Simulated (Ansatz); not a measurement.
The system is Al.

```xyz
1
Lattice="0.0000 2.0248 2.0248 2.0248 0.0000 2.0248 2.0248 2.0248 0.0000" Properties=species:S:1:pos:R:3 pbc="T T T"
Al    0.0000    0.0000    0.0000
```

- Program: Ansatz 0.2.0
- Task: relaxation of cell and atoms
- Functional: B3LYP
- Potentials or basis: Ansatz PAW
- Cutoff: 420 eV (not typed: the program's choice for these potentials)
- k mesh: 6 × 6 × 6
- Occupations: fermi-dirac, width 0.05 eV
- Spin: no spin polarisation

At the start: volume 16.60 Å³/atom.

Q: Where does the relaxation end?

A: It ends after 4 steps and the volume is 17.01 Å³/atom (+2.4 %); space group Fm-3m (No. 225, to 0.05 Å).

Step by step:
```tsv
step	energy change (eV)	largest force (eV/Å)	volume (Å³)
1	0.0000	0.0000	16.60
2	-0.0019	0.0000	17.02
3	-0.0019	0.0000	17.01
4	-0.0021	0.0000	17.01
```

Final structure:
```xyz
1
Lattice="0.0000 2.0411 2.0411 2.0411 0.0000 2.0411 2.0411 2.0411 0.0000" Properties=species:S:1:pos:R:3 pbc="T T T"
Al    0.0000    0.0000    0.0000
```

Caveat: the k mesh is coarse (spacing up to 0.45 Å⁻¹), so the values aren't converged, least of all with exact exchange; the plane-wave basis is chosen anew once the cell has moved, so the energies of steps on either side of that aren't comparable; the PAW data sets come from PBE, with cores solved anew for the run's functional, which leaves a small shift of forces and pressure.
